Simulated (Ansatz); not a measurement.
# MoSe2: the cost of one run

Computed with Ansatz 0.2.0 (DFT PBE+D3(BJ), scalar-relativistic, plane waves, PAW, unless a step's input says otherwise).

The COD entry's cell or inner coordinates are ideal or old and differ from later refinements, so a difference from it is no clean test against experiment.

2 further runs of the same task are left out: 2 set aside as unsound or not needed.

## (1) Starting point

The structure is hexagonal, space group P6_3/mmc (No. 194). The conventional cell has a = 3.277 Å, b = 3.277 Å, c = 12.732 Å, α = 90.00°, β = 90.00°, γ = 120.00°. Around Mo (site symmetry -6m2) lie 6 Se at 2.53 Å. Around Se (site symmetry 3m) lie 3 Mo at 2.53 Å.

Coordinates:

```cif
data_structure
_symmetry_space_group_name_H-M 'P6_3/mmc'
_symmetry_Int_Tables_number 194
_cell_length_a 3.2767
_cell_length_b 3.2767
_cell_length_c 12.7315
_cell_angle_alpha 90.000
_cell_angle_beta 90.000
_cell_angle_gamma 120.000
_cell_volume 118.38
loop_
_atom_site_label
_atom_site_type_symbol
_atom_site_symmetry_multiplicity
_atom_site_Wyckoff_symbol
_atom_site_fract_x
_atom_site_fract_y
_atom_site_fract_z
_atom_site_occupancy
Mo1 Mo 2 c 0.33333 0.66667 0.25000 1
Se1 Se 4 f 0.33333 0.66667 0.61849 1
```

It is the result of an earlier relaxation at this level (volume 19.73 Å³/atom; gap on the mesh: 0.85 eV).

## (2) Tight relaxation for the response runs

The response runs start from a cell at rest, found with their own mesh and filling of the bands.

input.yaml reads:

```yaml
crystal:
  lattice:
    - [3.2767018495, 0.0, 0.0]
    - [-1.6383509247, 2.8377070423, 0.0]
    - [0.0, 0.0, 12.7315159397]
  atoms:
    - { symbol: Mo, position: [0.3333333333, 0.6666666667, 0.25] }
    - { symbol: Mo, position: [0.6666666667, 0.3333333333, 0.75] }
    - { symbol: Se, position: [0.3333333333, 0.6666666667, 0.6184947892] }
    - { symbol: Se, position: [0.6666666667, 0.3333333333, 0.1184947892] }
    - { symbol: Se, position: [0.3333333333, 0.6666666667, 0.8815052108] }
    - { symbol: Se, position: [0.6666666667, 0.3333333333, 0.3815052108] }
basis:
  ecutwfc: 420
kpoints:
  mp_grid: { grid: [9, 9, 2] }
hamiltonian:
  xc: pbe
  dispersion: d3bj
scf:
  occupations: { method: fixed }
output:
  forces: true
  stress: true
  eigenvalues: true
relax:
  adjacent_minimum: "off"
  f_tol: 0.001
  max_steps: 60
  cell: { stress_tol: 0.01 }
```

Run with:

```
ansatz run input.yaml --threads 2 --pin off --max-ram 5120MiB --backend cpu --events-out ev --progress --plain --runs-dir out
```

**Question.** How long does this run take on 2 threads of Arm Neoverse V2, shared host, and how much memory does it need?

About 17 s, with a peak of 0.47 GiB.
